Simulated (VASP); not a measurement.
# TePb (Fm-3m) in VASP: settings compared, part 3 of 3

VASP 6.6.1.

**5. Single point, PBE**

INCAR

```
PREC     = Accurate       # precision mode
ENCUT    = 520            # plane-wave cutoff, eV
EDIFF    = 1E-6           # SCF threshold, eV
ISMEAR   = 0              # smearing method
SIGMA    = 0.012          # smearing width, eV
LREAL    = False          # projectors in reciprocal space
LASPH    = True           # aspherical terms in the spheres
NELM     = 60             # most SCF steps
ALGO     = Fast           # electronic algorithm
ISIF     = 2              # what is computed and relaxed
LWAVE    = False          # write WAVECAR
LCHARG   = False          # write CHGCAR
GGA      = PE             # functional
```

KPOINTS

```
regular mesh
0
Gamma
  7 7 7
```

POSCAR

```
TePb
1.0
    0.0000000000      3.2310000000      3.2310000000
    3.2310000000      0.0000000000      3.2310000000
    3.2310000000      3.2310000000      0.0000000000
Pb Te
1 1
Direct
    0.0000000000      0.0000000000      0.0000000000
    0.5000000000      0.5000000000      0.5000000000
```

Potentials or basis: VASP PAW PBE potentials, release 64 (Pb_d, Te).

The run is started by

```sh
$ cat potpaw_PBE.64/Pb_d/POTCAR potpaw_PBE.64/Te/POTCAR > POTCAR
$ mpirun -np 1 vasp_std > vasp.out
```

OUTCAR:

```text
PREC = Accurate
   ENCUT = 520
   EDIFF = 1E-6
   ISMEAR = 0
   LREAL = False
   LASPH = True
   NELM = 60
   ISIF = 2
   GGA = PE

 ion  position               nearest neighbor table
   1  0.000  0.000  0.000-   2 3.23   2 3.23   2 3.23   2 3.23   2 3.23   2 3.23
   2  0.500  0.500  0.500-   1 3.23   1 3.23   1 3.23   1 3.23   1 3.23   1 3.23

  LATTYP: Found a face centered cubic cell.
 ALAT       =     6.4620000000

  Lattice vectors:

 A1 = (   0.0000000000,   3.2310000000,   3.2310000000)
 A2 = (   3.2310000000,   0.0000000000,   3.2310000000)
 A3 = (   3.2310000000,   3.2310000000,   0.0000000000)

Analysis of symmetry for initial positions (statically):
=====================================================================
 Subroutine PRICEL returns:
 Original cell was already a primitive cell.

 Routine SETGRP: Setting up the symmetry group for a
 face centered cubic supercell.

 Subroutine GETGRP returns: Found 48 space group operations
 (whereof 48 operations were pure point group operations)
 out of a pool of 48 trial point group operations.

The static configuration has the point symmetry O_h .

Analysis of symmetry for dynamics (positions and initial velocities):
=====================================================================
 Subroutine PRICEL returns:
 Original cell was already a primitive cell.

 Routine SETGRP: Setting up the symmetry group for a
 face centered cubic supercell.

 Subroutine GETGRP returns: Found 48 space group operations
 (whereof 48 operations were pure point group operations)
 out of a pool of 48 trial point group operations.

The dynamic configuration has the point symmetry O_h .

 Subroutine INISYM returns: Found 48 space group operations
 (whereof 48 operations are pure point group operations),
 and found     1 'primitive' translations

----------------------------------------------------------------------------------------

                                     Primitive cell

  volume of cell :      67.4592

  direct lattice vectors                    reciprocal lattice vectors
     0.000000000  3.231000000  3.231000000    -0.154750851  0.154750851  0.154750851
     3.231000000  0.000000000  3.231000000     0.154750851 -0.154750851  0.154750851
     3.231000000  3.231000000  0.000000000     0.154750851  0.154750851 -0.154750851

  length of vectors
     4.569324020  4.569324020  4.569324020     0.268036337  0.268036337  0.268036337

  position of ions in fractional coordinates (direct lattice)
     0.000000000  0.000000000  0.000000000
     0.500000000  0.500000000  0.500000000

  ion indices of the primitive-cell ions
   primitive index   ion index
                 1           1
                 2           2

----------------------------------------------------------------------------------------

 KPOINTS: regular mesh

Automatic generation of k-mesh.
 Grid dimensions read from file:
 generate k-points for:    7    7    7

 Generating k-lattice:

  Cartesian coordinates                     Fractional coordinates (reciprocal lattice)
    -0.022107264  0.022107264  0.022107264     0.142857143  0.000000000  0.000000000
     0.022107264 -0.022107264  0.022107264     0.000000000  0.142857143  0.000000000
     0.022107264  0.022107264 -0.022107264     0.000000000  0.000000000  0.142857143

  Length of vectors
     0.038290905  0.038290905  0.038290905

  Shift w.r.t. Gamma in fractional coordinates (k-lattice)
     0.000000000  0.000000000  0.000000000
[... 34 lines left out ...]
   NGX,Y,Z   is equivalent  to a cutoff of  13.10, 13.10, 13.10 a.u.
   NGXF,Y,Z  is equivalent  to a cutoff of  26.20, 26.20, 26.20 a.u.
 SYSTEM =  unknown system
   PREC   = accura    normal or accurate (medium, high low for compatibility)
   ISTART =      0    job   : 0-new  1-cont  2-samecut
   ICHARG =      2    charge: 1-file 2-atom 10-const
   ISPIN  =      1    spin polarized calculation?
   LNONCOLLINEAR =      F non collinear calculations
   LSORBIT =      F    spin-orbit coupling
   LASPH  =      T    aspherical Exc in radial PAW
   ENCUT  =  520.0 eV  38.22 Ry    6.18 a.u.   8.50  8.50  8.50*2*pi/ulx,y,z
   NELM   =     60;   NELMIN=  2; NELMDL= -5     # of ELM steps
   EDIFF  = 0.1E-05   stopping-criterion for ELM
   LREAL  =      F    real-space projection
   EDIFFG = 0.1E-04   stopping-criterion for IOM
   NSW    =      0    number of steps for IOM
   IBRION =     -1    ionic relax: 0-MD 1-quasi-New 2-CG
   NFREE  =      0    steps in history (QN), initial steepest desc. (CG)
   ISIF   =      2    stress and relaxation
   ISYM   =      2    0-nonsym 1-usesym 2-fastsym
   POTIM  = 0.5000    time-step for ionic-motion
   TEBEG  =    0.0;   TEEND  =   0.0 temperature during run
   PSTRESS=    0.0 pullay stress
   NELECT =      20.0000    total number of electrons
   NUPDOWN=      -1.0000    fix difference up-down
   EMIN   =  10.00;   EMAX   =-10.00  energy-range for DOS
   EFERMI =   0.00;   METHOD = LEGACY
   ISMEAR =     0;   SIGMA  =   0.01  broadening in eV -4-tet -1-fermi 0-gaus
   EFERMI_NEDOS =   21; number of points for ismear=-14 and -15
   IALGO  =     68    algorithm
   IMIX   =      4    mixing-type and parameters
     AMIX     =   0.40;   BMIX     =  1.00
     AMIX_MAG =   1.60;   BMIX_MAG =  1.00
  volume/ion in A,a.u.               =      33.73       227.62
  Fermi-wavevector in a.u.,A,eV,Ry     =   1.091619  2.062861 16.213147  1.191633
  Thomas-Fermi vector in A             =   2.227868
   LORBIT       =      0    0 simple, 1 ext, 2 COOP (PROOUT), +10 PAW based schemes
   GGA     = PE    functional components
   LHFCALC =     F    Hartree Fock is set to
   AEXX    =    0.0000 exact exchange contribution
   IVDW    =     0    specifies the selected vdW correction
   LEPSILON=     F    determine dielectric tensor
   LRPA    =     F    only Hartree local field effects (RPA)
 non-spin polarized calculation
 RMM-DIIS sequential band-by-band and
 Gauss-broadening in eV      SIGMA  =   0.01
  energy-cutoff  :      520.00
  volume of cell :       67.46
 maximum number of plane-waves:      1837
 NGX is ok and might be reduce to    36
   NGX = 17   NGY = 17   NGZ = 17

 number of electron      20.0000003 magnetization

 Free energy of the ion-electron system (eV)
  ---------------------------------------------------
  ext. energy  EPLUGINS =         0.00000000
  ---------------------------------------------------
  free energy    TOTEN  =        -7.50259061 eV

  energy without entropy =       -7.50259061  energy(sigma->0) =       -7.50259061

 E-fermi :   5.5929     XC(G=0):  -9.3009

 val. band max:        5.5201370586   @ k =   0.4286   0.0000   0.0000
 cond. band min:       6.5314190973   @ k =   0.4286   0.0000   0.0000
 fundamental gap:      1.0112820387
 Fermi energy:         5.5928501266

 k-point     1 :       0.0000    0.0000    0.0000
  band No.  band energies     occupation
      1     -11.0950      2.00000
      2     -11.0950      2.00000
      3     -11.0858      2.00000
      4     -11.0858      2.00000
      5     -11.0858      2.00000
      6      -6.3955      2.00000
      7       0.0296      2.00000
      8       4.2763      2.00000
      9       4.2763      2.00000
     10       4.2763      2.00000
     11       9.7029      0.00000
     12       9.7030      0.00000
     13       9.7030      0.00000
     14      11.4202      0.00000
[... 309 lines left out ...]
      1     -11.1372      2.00000
      2     -11.0969      2.00000
      3     -11.0813      2.00000
      4     -11.0742      2.00000
      5     -11.0613      2.00000
      6      -4.5919      2.00000
      7      -2.4130      2.00000
      8       1.7259      2.00000
      9       2.3545      2.00000
     10       4.9455      2.00000
     11       7.5678      0.00000
     12      10.3300      0.00000
     13      11.1365      0.00000
     14      11.7544      0.00000

------------------------ aborting loop because EDIFF is reached ----------------------------------------

  FORCE on cell =-STRESS in cart. coord.  units (eV):
  Direction    XX          YY          ZZ          XY          YZ          ZX
  --------------------------------------------------------------------------------------
  -------------------------------------------------------------------------------------
  Total        0.8660408      0.8660408      0.8660408      0.0000000      0.0000000      0.0000000
  in kB       20.5687574     20.5687574     20.5687574      0.0000000      0.0000000      0.0000000
  external PRESSURE =      20.5687574 kB  Pullay stress =       0.0000000 kB

 VOLUME and BASIS-vectors are now :
 -----------------------------------------------------------------------------
  energy-cutoff  :      520.00
  volume of cell :       67.46
      direct lattice vectors                 reciprocal lattice vectors
     0.000000000  3.231000000  3.231000000    -0.154750851  0.154750851  0.154750851
     3.231000000  0.000000000  3.231000000     0.154750851 -0.154750851  0.154750851
     3.231000000  3.231000000  0.000000000     0.154750851  0.154750851 -0.154750851

 POSITION                                       TOTAL-FORCE (eV/Angst)
 -----------------------------------------------------------------------------------
      0.00000      0.00000      0.00000        -0.000000      0.000000      0.000000
      3.23100      3.23100      3.23100         0.000000     -0.000000      0.000000
 -----------------------------------------------------------------------------------
    total drift:                               -0.000000      0.000000      0.000000

  FREE ENERGIE OF THE ION-ELECTRON SYSTEM (eV)
  ---------------------------------------------------
  free  energy   TOTEN  =        -7.5025906069 eV

  energy  without entropy=       -7.5025906069  energy(sigma->0) =       -7.50259061
```

It took 20 s on 1 thread of Intel Xeon 6975P-C (Granite Rapids), shared host; peak memory 0.19 GiB.

Results:

```
Free energy : -7.5026 eV
Pressure    : 2.1 GPa
```

Caveat: this odd mesh misses L, where the gap lies, so gap, dielectric constants and Born charges aren't listed.

**6. Summary**

```tsv
task	level	cell	k mesh	cutoff (eV)	smearing	grid for exact exchange (PRECFOCK)	exchange at q = 0	mesh quality	pressure (GPa)	relaxed volume (Å³/atom)
relaxation of cell and atoms	TPSSh	relaxed	4 × 4 × 4	600	gaussian 0.05 eV	Fast	default	coarse	0.0	34.73
single point	PBE	as given	7 × 7 × 7	520	gaussian 0.012 eV	-	-	not flagged	2.1	-
relaxation of cell and atoms	r2SCAN	relaxed	7 × 7 × 7	600	fermi-dirac 0.05 eV	-	-	not flagged	0.0	34.88
```

Alike in all rows: potentials or basis VASP PAW PBE potentials, release 64 (Pb_d, Te); no spin polarisation.

Caveats: some runs use coarse meshes; the PAW data sets were made with another functional, which shifts forces and pressure a little (some runs); spin-orbit coupling is left out, which as a rule narrows the gap of such compounds by several tenths of an eV (some runs).

Absolute energies hang on the potentials; compare differences alone.
